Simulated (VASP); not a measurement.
# ZnSe in VASP: one cell, several levels of theory

Aim: gap, levels, forces and stress of ZnSe in the zincblende structure, under +2.0 % biaxial strain in x and y, free along z at fixed geometry. Runs: PBE, r2SCAN. The results are then set beside those of Ansatz 0.2.0 for the same cell.

The runs shown are made with VASP 6.6.1. PAW datasets, plane waves. The values are computed, spin-unpolarised, and not measurements.

### Step 1. The cell

The cell comes from an earlier relaxation with r2SCAN in another program, then strained, with the atoms relaxed again.

Space group I-4m2 (No. 119), tetragonal; conventional cell a = 4.086 Å, c = 5.530 Å, 23.08 Å³ an atom. Zn has 4 Se at 2.47 Å; Se has 4 Zn at 2.47 Å.

Structure file:

Space group I-4m2 (No. 119). a = 4.086 Å, b = 4.086 Å, c = 5.530 Å, α = 90.00°, β = 90.00°, γ = 90.00°
| atom | site | symmetry | x | y | z |
| --- | --- | --- | --- | --- | --- |
| Zn | 2a | -4m2 | 0.0000 | 0.0000 | 0.0000 |
| Se | 2c | -4m2 | 0.0000 | 0.5000 | 0.2500 |

### Step 2. PBE

Contents of INCAR:

```
ENCUT = 520.000000
SIGMA = 0.020000
EDIFF = 1.00e-07
GGA = PE
PREC = Accurate
IBRION = -1
ISIF = 2
ISMEAR = -1
NBANDS = 16
NELM = 120
NSW = 0
LASPH = .TRUE.
LCHARG = .TRUE.
LELF = .TRUE.
LWAVE = .FALSE.
LREAL = .FALSE.
```

Contents of KPOINTS:

```
KPOINTS created by Atomic Simulation Environment
0
Gamma
8 8 8
0 0 0
```

Contents of KPOINTS_OPT:

```
special points
6
Reciprocal
0.0000000000 0.0000000000 0.0000000000 1
-0.5000000000 -0.5000000000 0.0000000000 1
-0.3750000000 -0.3750000000 0.2500000000 1
-0.3750000000 0.0000000000 0.3750000000 1
0.0000000000 0.0000000000 0.5000000000 1
-0.5000000000 -0.2500000000 0.2500000000 1
```

Contents of POSCAR:

```
Zn Se
 1.0000000000000000
     0.0000000000000000    2.8890690980999998    2.7651316567999999
     2.8890690980999998    0.0000000000000000    2.7651316567999999
     2.8890690980999998    2.8890690980999998    0.0000000000000000
 Zn  Se
   1   1
Cartesian
  0.0000000000000000  0.0000000000000000  0.0000000000000000
  1.4445345490499999  1.4445345490499999  1.3825658284000000
```

The run uses the recommended PBE PAW datasets (18 valence electrons a neutral cell).

Command:

```bash
$ mpirun -np 1 vasp_std
```

Standard output, without the iteration lines:

```text
POSCAR found type information on POSCAR ZnSe
 POSCAR found :  2 types and       2 ions
 LDA part: xc-table for (Slater+PW92), standard interpolation
 POSCAR, INCAR and KPOINTS ok, starting setup
 FFT: planning ... GRIDC
 FFT: planning ... GRID_SOFT
 FFT: planning ... GRID
 WAVECAR not read
 entering main loop
 Start KPOINTS_OPT (optional k-point list driver)
k-point batch [1-6\6]
```

OSZICAR:

```text
N       E                     dE             d eps       ncg     rms          rms(c)
DAV:   1     0.868923692397E+02    0.86892E+02   -0.87765E+03  1888   0.128E+03
DAV:   2    -0.782133178720E+00   -0.87675E+02   -0.82424E+02  2112   0.251E+02
DAV:   3    -0.626646539382E+01   -0.54843E+01   -0.54622E+01  2328   0.611E+01
DAV:   4    -0.631140904376E+01   -0.44944E-01   -0.44938E-01  2344   0.587E+00
DAV:   5    -0.631161901986E+01   -0.20998E-03   -0.20997E-03  2392   0.366E-01    0.462E+00
DAV:   6    -0.604042382683E+01    0.27120E+00   -0.53345E-01  2744   0.236E+01    0.354E+00
DAV:   7    -0.602163643395E+01    0.18787E-01   -0.15266E-01  2224   0.346E+00    0.151E+00
DAV:   8    -0.602143845218E+01    0.19798E-03   -0.43255E-03  2536   0.646E-01    0.445E-01
DAV:   9    -0.602167851930E+01   -0.24007E-03   -0.10774E-03  2272   0.249E-01    0.669E-02
DAV:  10    -0.602178116342E+01   -0.10264E-03   -0.17156E-04  2432   0.996E-02    0.195E-02
DAV:  11    -0.602177883479E+01    0.23286E-05   -0.31643E-05  2224   0.469E-02    0.473E-03
DAV:  12    -0.602177998239E+01   -0.11476E-05   -0.42680E-06  2448   0.126E-02    0.295E-03
DAV:  13    -0.602178009872E+01   -0.11633E-06   -0.54782E-07  2304   0.558E-03    0.761E-04
DAV:  14    -0.602178012783E+01   -0.29104E-07   -0.40338E-08  1984   0.273E-03
   1 F= -.60217801E+01 E0= -.60217801E+01  d E =-.568545E-12
       N       E                     dE             ncg
DAV:   1     0.171732639060E+04   -0.31703E+04      192
DAV:   2     0.118145669862E+04   -0.53587E+03      240
DAV:   3     0.114993987027E+04   -0.31517E+02      232
DAV:   4     0.114969514429E+04   -0.24473E+00      272
DAV:   5     0.114969411099E+04   -0.10333E-02      224
DAV:   6     0.114969410282E+04   -0.81693E-05      248
DAV:   7     0.114969410274E+04   -0.84714E-07      240
```

The lines after F= are the extra pass for the points of KPOINTS_OPT, at fixed density; their E is not a total energy.

Parts of OUTCAR:

```text
k-points           NKPTS =     59   k-points in BZ     NKDIM =     59   number of bands    NBANDS=     16

   NELECT =      18.0000    total number of electrons

   dimension x,y,z NGX =    30 NGY =   30 NGZ =   30
   dimension x,y,z NGXF=    60 NGYF=   60 NGZF=   60

  energy-cutoff  :      520.00
  volume of cell :       46.16
      direct lattice vectors                 reciprocal lattice vectors
     0.000000000  2.889069098  2.765131657    -0.173066127  0.173066127  0.180823216
     2.889069098  0.000000000  2.765131657     0.173066127 -0.173066127  0.180823216
     2.889069098  2.889069098  0.000000000     0.173066127  0.173066127 -0.180823216

 k-points in reciprocal lattice and weights: KPOINTS created by Atomic Simulation Env
   0.00000000  0.00000000  0.00000000       0.002
   0.12500000  0.00000000  0.00000000       0.016
   0.25000000  0.00000000  0.00000000       0.016
   0.37500000  0.00000000  0.00000000       0.016
   0.50000000  0.00000000  0.00000000       0.008
   0.12500000  0.12500000  0.00000000       0.004
   0.25000000  0.12500000  0.00000000       0.016
   0.37500000  0.12500000  0.00000000       0.016
[... 51 more k-points ...]

 E-fermi :   2.0251

 k-point     1 :       0.0000    0.0000    0.0000
  band No.  band energies     occupation
      1     -11.6730      2.00000
      2      -5.0068      2.00000
      3      -5.0068      2.00000
      4      -4.9886      2.00000
      5      -4.6492      2.00000
      6      -4.6428      2.00000
      7       1.4426      2.00000
      8       1.4426      2.00000
      9       1.5877      2.00000
     10       2.7180      0.00000
     11       7.2973      0.00000
     12       7.3166      0.00000
     13       7.3166      0.00000
     14      11.3658      0.00000
     15      12.5419      0.00000
     16      13.2418      0.00000

 k-point     2 :       0.1250    0.0000    0.0000
  band No.  band energies     occupation
      1     -11.5750      2.00000
      2      -4.9973      2.00000
      3      -4.9922      2.00000
      4      -4.9749      2.00000
      5      -4.6495      2.00000
      6      -4.6450      2.00000
      7       0.1797      2.00000
      8       1.2822      2.00000
      9       1.4063      2.00000
     10       3.7113      0.00000
     11       7.2078      0.00000
     12       7.5503      0.00000
     13       7.5915      0.00000
     14      11.8837      0.00000
     15      12.1400      0.00000
     16      12.4532      0.00000

 k-point     3 :       0.2500    0.0000    0.0000
  band No.  band energies     occupation
      1     -11.3207      2.00000
      2      -4.9607      2.00000
      3      -4.9508      2.00000
      4      -4.9303      2.00000
      5      -4.6460      2.00000
      6      -4.6449      2.00000
      7      -1.5183      2.00000
      8       0.9394      2.00000
      9       1.1160      2.00000
     10       4.1958      0.00000
     11       7.8289      0.00000
     12       7.8476      0.00000
     13       8.1976      0.00000
     14      11.8301      0.00000
     15      11.8394      0.00000
     16      12.4058      0.00000

 k-point     4 :       0.3750    0.0000    0.0000
  band No.  band energies     occupation
      1     -11.0359      2.00000
      2      -4.9364      2.00000
      3      -4.9150      2.00000
      4      -4.7484      2.00000
      5      -4.6380      2.00000
      6      -4.6308      2.00000
      7      -2.9294      2.00000
      8       0.6405      2.00000
      9       0.8633      2.00000
     10       4.0757      0.00000
     11       7.7940      0.00000
     12       8.1000      0.00000
     13       9.4866      0.00000
     14      11.8657      0.00000
     15      13.0055      0.00000
     16      13.0984      0.00000

 k-point     5 :       0.5000    0.0000    0.0000
  band No.  band energies     occupation
      1     -10.9067      2.00000
      2      -4.9288      2.00000
      3      -4.9048      2.00000
      4      -4.6366      2.00000
      5      -4.6217      2.00000
      6      -4.4930      2.00000
      7      -3.6383      2.00000
      8       0.5260      2.00000
      9       0.7667      2.00000
     10       3.9893      0.00000
     11       7.7112      0.00000
     12       8.0763      0.00000
     13      10.0431      0.00000
     14      12.3708      0.00000
     15      14.3165      0.00000
     16      14.7381      0.00000

 k-point     6 :       0.1250    0.1250    0.0000
  band No.  band energies     occupation
      1     -11.5356      2.00000
      2      -4.9973      2.00000
      3      -4.9788      2.00000
      4      -4.9788      2.00000
      5      -4.6525      2.00000
      6      -4.6411      2.00000
      7       0.2476      2.00000
      8       1.0124      2.00000
      9       1.0124      2.00000
     10       4.1888      0.00000
     11       6.4940      0.00000
     12       7.9541      0.00000
     13       7.9541      0.00000
     14      11.3392      0.00000
     15      12.7787      0.00000
     16      12.8317      0.00000

 k-point     7 :       0.2500    0.1250    0.0000
  band No.  band energies     occupation
      1     -11.3277      2.00000
      2      -4.9830      2.00000
      3      -4.9446      2.00000
      4      -4.9364      2.00000
      5      -4.6569      2.00000
      6      -4.6328      2.00000
      7      -1.0676      2.00000
      8       0.6203      2.00000
      9       0.7649      2.00000
     10       4.8605      0.00000
     11       6.3869      0.00000
     12       8.4705      0.00000
     13       8.4965      0.00000
     14      10.8231      0.00000
     15      12.8225      0.00000
     16      13.5517      0.00000

 k-point     8 :       0.3750    0.1250    0.0000
  band No.  band energies     occupation
      1     -11.0486      2.00000
      2      -4.9304      2.00000
      3      -4.9152      2.00000
      4      -4.8317      2.00000
      5      -4.6347      2.00000
      6      -4.6221      2.00000
      7      -2.4772      2.00000
      8       0.3402      2.00000
      9       0.4078      2.00000
     10       4.8209      0.00000
     11       7.2414      0.00000
     12       8.4936      0.00000
     13       8.6656      0.00000
     14      11.8223      0.00000
     15      13.3017      0.00000
     16      13.8067      0.00000

[... the tables of k-points 9 to 59 left out ...]

  Total        0.2665885      0.2665885      0.6601128      0.0000000      0.0000000      0.0000000
  in kB        9.2531637      9.2531637     22.9122152      0.0000000      0.0000000      0.0000000
  external PRESSURE =      13.8061809 kB  Pullay stress =       0.0000000 kB

 POSITION                                       TOTAL-FORCE (eV/Angst)
 -----------------------------------------------------------------------------------
      0.00000      0.00000      0.00000         0.000000      0.000000      0.000000
      1.44453      1.44453      1.38257        -0.000000     -0.000000     -0.000000
 -----------------------------------------------------------------------------------
    total drift:                               -0.000001     -0.000001     -0.000000

  FREE ENERGIE OF THE ION-ELECTRON SYSTEM (eV)
  ---------------------------------------------------
  free  energy   TOTEN  =        -6.0217801278 eV

  energy  without entropy=       -6.0217801278  energy(sigma->0) =       -6.02178013
```

Hardware: 1 MPI rank of Intel Xeon Platinum 8488C, shared host.

The levels at the points of KPOINTS_OPT are read from vasprun.xml.

Near the gap, in eV above the top of the last filled band v; c is the band after it:

```
point    v−1      v     c   c+1
    Γ  -0.15   0.00  1.13  5.71
    X  -2.38  -2.38  2.80  3.09
    U  -3.10  -1.99  3.30  5.23
    K  -3.11  -1.76  3.60  5.59
    L  -1.06  -0.82  2.40  6.12
    W  -2.80  -2.67  5.26  5.28
```

PBE gives a direct gap of 1.13 eV at Γ. The pressure is 1.38 GPa; the forces vanish within 0.01 eV/Å.

The maps below are laid out on this run's own conventional cell (a, b, c = 4.086, 4.086, 5.530 Å).

Density in a lattice plane of the grid's cell (edges 4.09 and 5.53 Å, at 0.000 of the third edge), which holds Zn and Se.

Values in e/Å³, 12 rows by 8 columns:
```
 7.46  2.07  0.39  0.52  0.62  0.52  0.39  2.07
 0.44  0.33  0.51  0.86  0.60  0.86  0.51  0.33
 0.10  0.17  0.52  0.68 -0.25  0.68  0.52  0.17
 0.04  0.09  0.34  0.77  0.60  0.77  0.34  0.09
 0.02  0.04  0.15  0.43  0.61  0.43  0.15  0.04
 0.01  0.02  0.06  0.13  0.17  0.13  0.06  0.02
 0.02  0.02  0.03  0.04  0.05  0.04  0.03  0.02
 0.04  0.04  0.02  0.02  0.02  0.02  0.02  0.04
 0.10  0.08  0.04  0.02  0.01  0.02  0.04  0.08
 0.44  0.24  0.08  0.03  0.02  0.03  0.08  0.24
 7.46  2.07  0.18  0.07  0.05  0.07  0.18  2.07
19.69  5.99  0.30  0.18  0.18  0.18  0.30  5.99
```
Columns run along the first of these edges and rows up along the second, over one cell in 8 and 12 even steps from the bottom left corner. Atoms in the plane (fractional): Zn at (0.00, 0.00), Se at (0.50, 0.75).

ELF in the same plane.

Values, 12 rows by 8 columns:
```
0.04 0.14 0.39 0.83 0.84 0.83 0.39 0.14
0.19 0.25 0.78 0.86 0.72 0.86 0.78 0.25
0.15 0.40 0.83 0.75 0.37 0.75 0.83 0.40
0.06 0.30 0.74 0.80 0.72 0.80 0.74 0.30
0.02 0.12 0.54 0.78 0.83 0.78 0.54 0.12
0.01 0.02 0.16 0.48 0.61 0.48 0.16 0.02
0.02 0.02 0.03 0.09 0.16 0.09 0.03 0.02
0.06 0.04 0.02 0.02 0.02 0.02 0.02 0.04
0.15 0.13 0.06 0.02 0.01 0.02 0.06 0.13
0.19 0.18 0.14 0.05 0.02 0.05 0.14 0.18
0.04 0.15 0.18 0.15 0.16 0.15 0.18 0.15
0.08 0.06 0.20 0.48 0.61 0.48 0.20 0.06
```
Columns run along the first of these edges and rows up along the second, over one cell in 8 and 12 even steps from the bottom left corner. Atoms in the plane (fractional): Zn at (0.00, 0.00), Se at (0.50, 0.75).

Both are smooth fields of the valence electrons: close to the nuclei they are not physical.

The highest ELF values outside the cores: 0.89 in the shell around Se, 0.9 Å from Se.

[end of part 1 of 2]
